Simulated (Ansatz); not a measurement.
I need a G0W0 quasiparticle calculation of LiF, space group Pm-3m. Use the Ansatz DFT code, driven from Python. Level of theory: PBEsol, PAW, cutoff 420 eV, 4×4×4 k-points, fixed occupations.

```yaml
crystal:
  lattice:
    - [2.55953, 0.00000, 0.00000]
    - [0.00000, 2.55953, 0.00000]
    - [0.00000, 0.00000, 2.55953]
  atoms:
    - { symbol: Li, position: [0.00000, 0.00000, 0.00000] }
    - { symbol: F, position: [0.50000, 0.50000, 0.50000] }
```

Script `gw_lif.py`:
```python
# -*- coding: utf-8 -*-
"""Quasiparticle gap of LiF by G0W0."""

from dataclasses import dataclass

import ansatz as az


@dataclass(frozen=True)
class RunConfig:
    xc: str = "pbesol"
    mesh: tuple[int, ...] = (4, 4, 4)
    ecut: int = 420
    smearing: str = "fixed"


settings = RunConfig()


def main():
    crystal = (
        az.Lattice.cubic(2.55953)
        .space_group(221)
        .atom("Li", (0.0, 0.0, 0.0))
        .atom("F", (0.5, 0.5, 0.5))
    )

    model = (
        crystal.calculation()
        .functional(settings.xc)
        .kpoints(*settings.mesh)
        .basis(settings.ecut)
        .pseudopotentials("paw")
        .occupations(settings.smearing)
        .gw(empty_bands=60, screening_cutoff=120, quasiparticle_bands=("v1", "c1"))
    )
    events = []
    result = model.session().plan().execute(on_event=events.append, runs_dir="gw_run")
    gw = next(e["data"] for e in events if e["event"] == "gw_qp")
    top = gw["frontier_bands"]["highest_filled_band"]
    for qp in gw["qp"]:
        if qp["ik"] == 0:
            print("band", qp["band"], "shift", round(qp["e_qp_ev"] - qp["eps_ks_ev"], 3), "eV, Z =", round(qp["z"], 3))
    for key, label in (("eps_ks_ev", "Kohn-Sham"), ("e_qp_ev", "G0W0")):
        filled = max(qp[key] for qp in gw["qp"] if qp["band"] <= top)
        empty = min(qp[key] for qp in gw["qp"] if qp["band"] > top)
        print(f"{label} gap on the mesh: {empty - filled:.3f} eV")
    print("static dielectric eigenvalues (RPA, this mesh):", [round(e, 3) for e in gw["screening"][0]["eps_tensor_eigenvalues"]])


if __name__ == "__main__":
    main()
```

Output of `python gw_lif.py`:
```text
band 5 shift -2.432 eV, Z = 0.808
band 6 shift 1.585 eV, Z = 0.883
Kohn-Sham gap on the mesh: 7.365 eV
G0W0 gap on the mesh: 11.268 eV
static dielectric eigenvalues (RPA, this mesh): [2.13, 2.13, 2.13]
```

Caveats:
- The k-point mesh is coarse, and energy and stress weren't tested for convergence.
- This cell is a computed structure, which may not be the phase found in nature.
- Mesh, empty bands and screening cutoff are small, so the quasiparticle gap isn't converged, and it is read on the mesh points alone. Spin-orbit coupling is left out, which matters for heavy elements.
- The whole script took 2.3 s on 1 thread of Arm Neoverse V2, on a shared host, peak memory 0.32 GiB.

(A comment or docstring line of the script was reworded after the run, the code is as it ran; lines on the test bed's own set-up are left out of the output.)
